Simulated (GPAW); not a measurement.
# Pb (Fm-3m) in GPAW: further runs, part 2 of 2

GPAW 26.7.0. The steps go on from the part before.

### 5 Equation of state, PBE+D3(BJ)

Contents of run.py:

```python
from ase.calculators.mixing import SumCalculator
from ase.eos import EquationOfState
from ase.io import Trajectory, read
from ase.units import GPa
from dftd3.ase import DFTD3
from gpaw import GPAW, PW

atoms = read('POSCAR')

traj = Trajectory('eos.traj', 'w')
volumes, energies = [], []
for x in [0.94, 0.96, 0.98, 1.0, 1.02, 1.04, 1.06]:
    a = atoms.copy()
    a.set_cell(atoms.cell * x**(1 / 3), scale_atoms=True)
    calc = GPAW(mode=PW(600),
                xc='PBE',
                kpts={'size': (9, 9, 9), 'gamma': True},
                occupations={'name': 'fermi-dirac', 'width': 0.05},
                nbands=14,
                convergence={'density': 1e-05, 'energy': 1e-05},
                maxiter=150,
                txt=f'eos-{x:.2f}.txt')
    a.calc = SumCalculator([calc, DFTD3(method='pbe', damping='d3bj')])
    energies.append(a.get_potential_energy())
    volumes.append(a.get_volume())
    p = -a.get_stress()[:3].mean() / GPa
    calc.write(f'eos-{x:.2f}.gpw')
    traj.write(a)
    print(f'{x:.2f} {volumes[-1]:10.4f} A^3 {energies[-1]:14.6f} eV {p:9.3f} GPa', flush=True)

v0, e0, B = EquationOfState(volumes, energies, eos='birchmurnaghan').fit()
print(f'V0 = {v0:.4f} A^3, E0 = {e0:.6f} eV, B0 = {B / GPa:.2f} GPa')
```

Contents of POSCAR:

```
Pb
1.0
    0.0000000000      2.4750200000      2.4750200000
    2.4750200000      0.0000000000      2.4750200000
    2.4750200000      2.4750200000      0.0000000000
Pb
1
Direct
    0.0000000000      0.0000000000      0.0000000000
```

Potentials or basis: GPAW PAW data sets (gpaw-data 1.2.1), pw.

Started as:

```
OMP_NUM_THREADS=1 python run.py
```

The program printed:

```text
__  _  _
 | _ |_)|_||  |
 |__||  | ||/\| - 26.7.0

Input parameters:
  mode=PW(ecut=600.0),
  convergence={'density': 1e-05, 'energy': 1e-05},
  kpts=MonkhorstPack(size=(9, 9, 9), gamma=True),
  maxiter=150,
  nbands=14,
  occupations=Occupations(name='fermi-dirac', width=0.05),
  xc=XC(name='PBE')

Diagonalizing LCAO Hamiltonian
Converting LCAO to pw mode

       Pb

Atoms  # Å, Bohr magnetons
|   | symbol |        x |        y |        z |    initial magnetic moments |
|---|--------|----------|----------|----------|-----------------------------|
| 0 |     Pb | 0.000000 | 0.000000 | 0.000000 | ( 0.0000,  0.0000,  0.0000) |

Unit cell  # Å
| periodic |        x |        y |        z |  lengths |    angles |
|----------|----------|----------|----------|----------|-----------|
|      yes | 0.000000 | 2.424495 | 2.424495 | 3.428754 | 60.000000 |
|      yes | 2.424495 | 0.000000 | 2.424495 | 3.428754 | 60.000000 |
|      yes | 2.424495 | 2.424495 | 0.000000 | 3.428754 | 60.000000 |

Number of symmetries: 48
Symmetry operations  # r_c * U_cc + t_c -> r_c
|    | kind |            matrix            |
|----|------|------------------------------|
|  0 |  σ   |  1, 0, 0,  1, 0,-1,  1,-1, 0 |
|  1 |  C2  |  1, 0, 0,  1,-1, 0,  1, 0,-1 |
|  2 |  E   |  1, 0, 0,  0, 1, 0,  0, 0, 1 |
|  3 |  σ   |  1, 0, 0,  0, 0, 1,  0, 1, 0 |
|  4 |  C4  |  1, 0,-1,  1, 0, 0,  1,-1, 0 |
|  5 |  S6  |  1, 0,-1,  1,-1, 0,  1, 0, 0 |
|  6 |  σ   |  1, 0,-1,  0, 1,-1,  0, 0,-1 |
|  7 |  C3  |  1, 0,-1,  0, 0,-1,  0, 1,-1 |
|  8 |  S6  |  1,-1, 0,  1, 0, 0,  1, 0,-1 |
|  9 |  C4  |  1,-1, 0,  1, 0,-1,  1, 0, 0 |
[... 139 lines left out ...]

convergence criteria:
- Maximum integral of absolute [dens]ity change: 1e-05 electrons / valence electron
- Maximum [total energy] change in last 3 cyles: 1e-05 eV / valence electron
- Maximum integral of absolute [eigenst]ate change: 4e-08 eV^2 / valence electron
maximum number of iterations: 150

SCF iterations
|iter     | |      energy | eigst |  dens |
|---------|-|-------------|-------|-------|
|iter:   1| |   -3.795244 | -0.19 |       |
|iter:   2| |   -3.794562 | -2.34 | -1.78 |
|iter:   3| |   -3.780233 | -2.53 | -1.82 |
|iter:   4| |   -3.780189 | -3.45 | -2.35 |
|iter:   5| |   -3.780302c| -4.15 | -2.75 |
|iter:   6| |   -3.780303c| -6.24 | -3.85 |
|iter:   7| |   -3.780303c| -6.81 | -4.30 |
|iter:   8| |   -3.780303c| -7.89c| -5.19c|

Converged in 8 steps
Energy contributions relative to reference atoms: (reference = -567274.463364)

Energy contributions:
  Kinetic:          11.476556
  Coulomb:         -10.919973
  Zero:              0.010539
  External:          0.000000
  Xc:               -4.345651
  Entropy:          -0.003549
  Spinorbit:         0.000000
  ----------------------------
  Free energy:      -3.782077
  Extrapolated:     -3.780303

dipole moment: (-20.494403, -20.494403, -20.494403)  # |e|*Ang

Fermi level: 8.167
Eigenvalues  # (at kpt = [0.000, 0.000, 0.000])
| band index |      eig [eV] | occ [0-2] |
|------------|---------------|-----------|
|          0 |        -8.762 |     2.000 |
|          1 |        -8.762 |     2.000 |
|          2 |        -8.762 |     2.000 |
|          3 |        -8.593 |     2.000 |
|          4 |        -8.593 |     2.000 |
|          5 |        -3.776 |     2.000 |
|          6 |        16.244 |     0.000 |
|          7 |        16.244 |     0.000 |
|          8 |        16.244 |     0.000 |
|          9 |        18.223 |     0.000 |
|         10 |        20.576 |     0.000 |
|         11 |        21.297 |     0.000 |
|         12 |        21.297 |     0.000 |
|         13 |        21.297 |     0.000 |

No gap
No difference between direct/indirect transitions

Stress tensor  # eV/Ang^3
|         x |         y |         z |
|-----------|-----------|-----------|
| -0.035484 | -0.000000 |  0.000000 |
| -0.000000 | -0.035484 |  0.000000 |
|  0.000000 |  0.000000 | -0.035484 |

# Writing to eos-0.94.gpw (mode='')
```

stdout:

```text
0.94    28.5032 A^3      -4.216243 eV     3.173 GPa
0.96    29.1097 A^3      -4.225972 eV     1.920 GPa
0.98    29.7161 A^3      -4.231176 eV     0.803 GPa
1.00    30.3226 A^3      -4.232317 eV    -0.190 GPa
1.02    30.9290 A^3      -4.229872 eV    -1.063 GPa
1.04    31.5355 A^3      -4.224276 eV    -1.825 GPa
1.06    32.1419 A^3      -4.216068 eV    -2.495 GPa
V0 = 30.1990 A^3, E0 = -4.232365 eV, B0 = 47.89 GPa
```

Run time: 40 s. Hardware: 1 thread of INTEL XEON PLATINUM 8581C at 2.10GHz (Emerald Rapids), shared host; peak memory 0.18 GiB.

Results:

```
Equilibrium volume                      : 30.20 Å³/atom
Bulk modulus                            : 47 GPa
Pressure derivative of the bulk modulus : 5.3 (rough: it moves with the points fitted)
```

Energy against volume, from the lowest point:
```tsv
volume (Å³/atom)	energy (meV/atom)
28.503	15.86
29.110	6.26
29.716	1.13
30.323	0.00
30.929	2.40
31.535	7.92
32.142	16.11
```

Spin-orbit coupling is left out, which matters for the levels of Pb.

### 6 The runs side by side

```csv
task,level,potentials or basis,spin,eigensolver,band path,band points,spin axis theta (degrees),spin axis phi (degrees),V0 of scaled cells (Å³/atom),B0 (GPa)
equation of state,revPBE+D3,"the program's PAW data sets (release 1.2.1) made for this functional, pw",off,-,-,-,-,-,30.67,42
equation of state,WC,"PAW data sets generated in the run's folder for this functional, pw",off,-,-,-,-,-,29.86,50
band structure,TPSS,"GPAW PAW data sets (gpaw-data 1.2.1), pw","SOC, no magnetisation",davidson,"GXWKGLUWLK,UX",60,90,0,-,-
equation of state,PBE+D3(BJ),"GPAW PAW data sets (gpaw-data 1.2.1), pw",off,-,-,-,-,-,30.20,47
```

Alike in all rows: cell as given; k mesh 9 × 9 × 9; cutoff (eV) 600; smearing fermi-dirac 0.05 eV.

Caveats: spin-orbit coupling was added after a scalar SCF, so levels and gaps hold it while energy, forces, pressure and moments don't (some runs); this program's spin-orbit splittings come out too wide for heavy elements (some runs); the PAW data sets were made with another functional, which shifts forces and pressure a little (some runs).

Total energies depend on the potentials used, so only differences within one code and one set of settings carry meaning.

### 7 Comparison with measurements

Step 2. The cell as given is a measured one (30.32 Å³/atom); revPBE+D3 puts the equilibrium volume +1.1 % from it, thermal expansion not counted.

Step 3. The cell as given is a measured one (30.32 Å³/atom); WC puts the equilibrium volume -1.5 % from it, thermal expansion not counted.

Step 5. The cell as given is a measured one (30.32 Å³/atom); PBE+D3(BJ) puts the equilibrium volume -0.4 % from it, thermal expansion not counted.
